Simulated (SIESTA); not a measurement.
The system is AlN.

```
CELL_PARAMETERS angstrom
0.00000 2.18399 2.18399
2.18399 0.00000 2.18399
2.18399 2.18399 0.00000
ATOMIC_POSITIONS crystal
Al 0.00000 0.00000 0.00000
N 0.25000 0.25000 0.25000
```

Measurements of this composition are mostly on another form, of space group No. 186.

Base run:

| Quantity | Value |
| --- | --- |
| Program | SIESTA 5.4.2 |
| Functional | PBE |
| Potentials or basis | PseudoDojo 0.4 standard (PBE files) |
| Basis | DZP (energy shift 0.002 Ry; radii capped at 9.5 bohr) |
| Grid cutoff | 800 Ry |
| Energy shift | 0.002 Ry |
| k mesh | 10 × 10 × 10 |
| Occupations | fermi-dirac, width 0.05 eV |
| Spin | no spin polarisation |

Its results: band gap on the k mesh 3.25 eV, indirect (least direct gap 4.38 eV); pressure 6.3 GPa.

Problem. After a change of settings the same cell gave: band gap on the k mesh 3.99 eV, direct; pressure 22.3 GPa. Which change was it?
A. functional from PBE to PBEsol; potentials or basis from PseudoDojo 0.4 standard (PBE files) to PseudoDojo 0.4 standard (PBEsol files)
B. basis from DZP (energy shift 0.002 Ry; radii capped at 9.5 bohr) to SZ (energy shift 0.002 Ry; radii capped at 9.5 bohr)
C. basis from DZP (energy shift 0.002 Ry; radii capped at 9.5 bohr) to TZP (energy shift 0.002 Ry; radii capped at 9.5 bohr)
D. functional from PBE to RPBE

Solution. B.

Caveats: the basis of atomic orbitals isn't converged, which shifts pressures, moduli and gaps; the basis has no polarisation orbitals (some runs); so large a pressure means that the cell lies far from this level's equilibrium, or that cutoff or potentials fall short (some runs).
